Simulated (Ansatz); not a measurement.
# In2O3: the cell at several levels of theory

Aim: relax In2O3 (corundum) with PBE, r2SCAN, PBEsol and LDA and see how far the functionals disagree on the cell.

The runs shown are made with Ansatz 0.2.0. PAW datasets, plane waves, zero pressure. Calculated at 0 K for a non-magnetic cell.

## (1) The system as given

This is the cell as the run starts from it, not yet at rest; its lengths are not the crystal's.

It is trigonal, R-3c (No. 167); a = 5.164 Å, c = 14.047 Å in the conventional setting, 10.82 Å³ an atom. In has 6 O at 2.00–2.16 Å; O has 4 In at 2.00–2.16 Å.

As a file:

```
CELL_PARAMETERS angstrom
2.58218 1.49082 4.68235
-2.58218 1.49082 4.68235
0.00000 -2.98164 4.68235
ATOMIC_POSITIONS crystal
In 0.85500 0.85500 0.85500
In 0.35500 0.35500 0.35500
In 0.14500 0.14500 0.14500
In 0.64500 0.64500 0.64500
O 0.44500 0.05500 0.75000
O 0.05500 0.75000 0.44500
O 0.55500 0.94500 0.25000
O 0.25000 0.55500 0.94500
O 0.94500 0.25000 0.55500
O 0.75000 0.44500 0.05500
```

## (2) Relaxation with PBE

The input, input.yaml:

```yaml
crystal:
  lattice:
    - [2.5821775, 1.4908208747, 4.6823485333]
    - [-2.5821775, 1.4908208747, 4.6823485333]
    - [0.0, -2.9816417494, 4.6823485333]
  atoms:
    - { symbol: In, position: [0.855, 0.855, 0.855] }
    - { symbol: In, position: [0.355, 0.355, 0.355] }
    - { symbol: In, position: [0.145, 0.145, 0.145] }
    - { symbol: In, position: [0.645, 0.645, 0.645] }
    - { symbol: O, position: [0.445, 0.055, 0.75] }
    - { symbol: O, position: [0.055, 0.75, 0.445] }
    - { symbol: O, position: [0.555, 0.945, 0.25] }
    - { symbol: O, position: [0.25, 0.555, 0.945] }
    - { symbol: O, position: [0.945, 0.25, 0.555] }
    - { symbol: O, position: [0.75, 0.445, 0.055] }
kpoints:
  mp_grid: { grid: [6, 6, 6] }
hamiltonian:
  xc: pbe
scf:
  occupations: { method: fermi_dirac, width: 0.02 }
relax:
  f_tol: 0.005
  cell: {}
```

Run with:

```sh
> ansatz run input.yaml --threads 4 --pin off --max-ram 7372MiB --backend cpu --events-out ev --progress --plain --runs-dir out
```

The runs that follow: r2SCAN: cell and atoms; Relaxation with PBEsol; Relaxation with LDA.

Q: Predict the outcome of this session. Wanted: for each run, a; c; volume; space group; SCF geometries.

**Answer**, as computed:

| level | a (Å) | c (Å) | volume (Å³/atom) | space group | SCF geometries |
| --- | --- | --- | --- | --- | --- |
| PBE | 5.576 | 14.756 | 13.243 | R-3c | 11 |
| r2SCAN | 5.508 | 14.563 | 12.752 | R-3c | 6 |
| PBEsol | 5.512 | 14.537 | 12.752 | R-3c | 8 |
| LDA | 5.462 | 14.373 | 12.377 | R-3c | 9 |

In words: The first relaxation changed the volume by +22.4 % from the start. LDA gives the smallest cell and PBE the largest; they differ by 7.0 % in volume, a mean of 2.3 % in length.
